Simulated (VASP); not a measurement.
LiCl (zincblende): one PBE relaxation of cell and atoms in two programs

Start cell

```
Li Cl
1.0
     0.00000    2.42926    2.42926
     2.42926    0.00000    2.42926
     2.42926    2.42926    0.00000
Li Cl
1 1
Direct
  0.00000 0.00000 0.00000
  0.25000 0.25000 0.25000
```

Datasets and cutoffs are each program's own. VASP's cell holds 10 valence electrons and Ansatz's 10.

Cutoffs: 600 eV in VASP, 420 eV in Ansatz. k meshes: 8×8×8 and 8×8×8.

```json
{"": "relaxed cell vector lengths", "VASP": "3.895, 3.895, 3.895 Å", "Ansatz": "3.900, 3.900, 3.900 Å"}
{"": "relaxed cell volume", "VASP": "41.80 Å³", "Ansatz": "41.93 Å³"}
```
